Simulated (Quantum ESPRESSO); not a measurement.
This Quantum ESPRESSO 7.5 run on Ca needs a look.

pw.in

```
&CONTROL
  calculation = 'scf'
  prefix = 'pwscf'
  outdir = './tmp'
  pseudo_dir = './pseudo'
  tprnfor = .true.
  tstress = .true.
  disk_io = 'nowf'
/
&SYSTEM
  ibrav = 0
  nat = 1
  ntyp = 1
  ecutwfc = 68
  nbnd = 10
  input_dft = 'pz'
  occupations = 'smearing'
  smearing = 'fd'
  degauss = 0.00367493
/
&ELECTRONS
  conv_thr = 2d-10
  electron_maxstep = 100
  mixing_beta = 0.5
  mixing = 0.3
/
ATOMIC_SPECIES
Ca    40.0780 Ca_ONCV_PBE-1.2.upf
CELL_PARAMETERS angstrom
   0.0000000000    2.7942000000    2.7942000000
   2.7942000000    0.0000000000    2.7942000000
   2.7942000000    2.7942000000    0.0000000000
ATOMIC_POSITIONS crystal
Ca     0.0000000000    0.0000000000    0.0000000000
K_POINTS automatic
8 8 8 0 0 0
```

Potentials or basis: SG15 PBE 1.2.

Run with:

```bash
$ OMP_NUM_THREADS=1 pw.x -in pw.in > pw.out
```

pw.out:

```text
This program is part of the open-source Quantum ESPRESSO suite
     for quantum simulation of materials; please cite
         "P. Giannozzi et al., J. Phys.:Condens. Matter 21 395502 (2009);
         "P. Giannozzi et al., J. Phys.:Condens. Matter 29 465901 (2017);
         "P. Giannozzi et al., J. Chem. Phys. 152 154105 (2020);
     in publications or presentations arising from this work. More details at

 %%%%%%%%%%%%%%%%%%%%%%%%%%%%%%%%%%%%%%%%%%%%%%%%%%%%%%%%%%%%%%%%%%%%%%%%%%%%%%
     Error in routine  read_namelists (1):
      bad line in namelist &electrons: "  mixing = 0.3" (error could be in the previous line)
 %%%%%%%%%%%%%%%%%%%%%%%%%%%%%%%%%%%%%%%%%%%%%%%%%%%%%%%%%%%%%%%%%%%%%%%%%%%%%%

     stopping ...
```

Task: Diagnose the run.

Result: The program refused the input. The input holds a flaw that was put in on purpose: misspelt key (mixing = 0.3).
